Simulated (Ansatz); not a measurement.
TaSi2:

```
Ta Si
1.0
     4.78390    0.00000    0.00000
    -2.39195    4.14298    0.00000
     0.00000    0.00000    6.57000
Ta Si
3 6
Direct
  0.00000 0.50000 0.33333
  0.50000 0.50000 0.66667
  0.50000 0.00000 0.00000
  0.31794 0.15897 0.33333
  0.15897 0.84103 0.66667
  0.84103 0.68206 0.00000
  0.68206 0.84103 0.33333
  0.84103 0.15897 0.66667
  0.15897 0.31794 0.00000
```

```yaml
Program: Ansatz 0.2.0
Task: relaxation of cell and atoms
Functional: RPBE
Potentials_or_basis: Ansatz PAW
Cutoff: "420 eV (not typed: the program's choice for these potentials)"
k_mesh: 7 × 7 × 4
Occupations: fermi-dirac, width 0.05 eV
Spin: no spin polarisation
```

At the start: volume 14.47 Å³/atom.

Problem. Where does the relaxation end?

Solution. It ends after 5 steps and the volume is 14.86 Å³/atom (+2.7 %); space group P6_422 (No. 181, to 0.05 Å).

The path:
```tsv
step	energy change (eV)	largest force (eV/Å)	volume (Å³)
1	0.0000	0.0199	130.21
2	-0.0306	0.1095	135.98
3	-0.0546	0.0048	133.82
4	-0.0546	0.0004	133.73
5	-0.0558	0.0005	133.73
```

Final structure:
```
Ta Si
1.0
     4.82406    0.00000    0.00000
    -2.41203    4.17776    0.00000
     0.00000    0.00000    6.63544
Ta Si
3 6
Direct
  0.00000 0.50000 0.33333
  0.50000 0.50000 0.66667
  0.50000 0.00000 0.00000
  0.31838 0.15919 0.33333
  0.15919 0.84081 0.66667
  0.84081 0.68162 0.00000
  0.68162 0.84081 0.33333
  0.84081 0.15919 0.66667
  0.15919 0.31838 0.00000
```

Caveat: the plane-wave basis is chosen anew once the cell has moved, so the energies of steps on either side of that aren't comparable; the PAW data sets come from PBE, with cores solved anew for the run's functional, which leaves a small shift of forces and pressure.
